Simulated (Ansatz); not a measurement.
## Energy ranking of Si structures

Level of theory: Ansatz, DFT PBE+D3(BJ), scalar-relativistic, plane waves, PAW. All cells share a 420 eV cutoff and Γ-centred k meshes spaced at most about 0.3 Å⁻¹ (about 0.25 or finer for metals, 2π included). No spin polarisation.

Energies count from the standard state of Si at the same level.

All energies are static (0 K, no zero-point motion). Only the structures computed here compete, so a lower one can exist. For metals, differences of a few meV/atom aren't resolved. Kohn–Sham gaps at this level usually fall short of measured ones.

Invented guesses and database cells were relaxed alike, and ends that match in structure were merged. ΔE counts from the first row. Coordination counts all near atoms (those within 1.25 times the shortest such distance or 1.15 times the sum of covalent radii; a plus sign parts nearer from farther groups; the shortest distance is added where it is long for a bond). The ends were matched against large subsets of the Crystallography Open Database and the Materials Project, so a missing match doesn't prove that a structure is unreported.

```
#                                                reached from                type and space group  atoms  Å³/atom      coordination  ΔE (meV/atom)  gap on mesh (eV)                    in databases
1                                       a measured cell (COD)            diamond, Fd-3m (No. 227)      2     19.9              Si 4              0              0.56                             COD
2                                    a Materials Project cell     lonsdaleite, P6_3/mmc (No. 194)      4     19.9              Si 4             11              0.40               Materials Project
3          a relaxed cell, shaken at random and relaxed again  simple hexagonal, P6/mmm (No. 191)      1     14.5              Si 8            196              0.00              matches a COD cell
4  sheets of the Bi type stacked in turn, changed on relaxing       simple cubic, Pm-3m (No. 221)      1     15.6              Si 6            267              0.00                        no match
5                                    a Materials Project cell                    I4/mmm (No. 139)      1     13.7           Si 10+4            355              0.00               Materials Project
6                                    a Materials Project cell             hcp, P6_3/mmc (No. 194)      2     13.6  Si 12 from 2.6 Å            369              0.00  Materials Project, matches COD
7             sheets of the silicene type stacked, one a cell                     P-3m1 (No. 164)      2     20.6              Si 3            387              0.00                        no match
8                 sheets of the silicene type stacked in turn                      R-3m (No. 166)      4     20.2              Si 3            391              0.00                        no match
9                                    a Materials Project cell                fcc, Fm-3m (No. 225)      1     13.7  Si 12 from 2.7 Å            404              0.00  Materials Project, matches COD
```

The lowest: Space group Fd-3m (No. 227), cubic, a = 5.422 Å. Si is surrounded by 4 Si at 2.35 Å. It is a structure that the Crystallography Open Database (COD) lists.

```yaml
crystal:
  lattice:
    - [0.00000, 2.71076, 2.71076]
    - [2.71076, 0.00000, 2.71076]
    - [2.71076, 2.71076, 0.00000]
  atoms:
    - { symbol: Si, position: [0.00000, 0.00000, 0.00000] }
    - { symbol: Si, position: [0.25000, 0.25000, 0.25000] }
```

The second: Space group P6_3/mmc (No. 194), hexagonal, a = 3.816 Å, c = 6.313 Å. Si is surrounded by 4 Si at 2.34–2.36 Å. Counting all near atoms, the first and the second both have Si 4. Shaken at random and relaxed again, row 4 falls into row 3, 71 meV/atom lower, so it is a saddle point or a shallow minimum. Cells without such a test can be saddle points. Some types were kept out of the candidates beforehand, so the set may lack a known form.
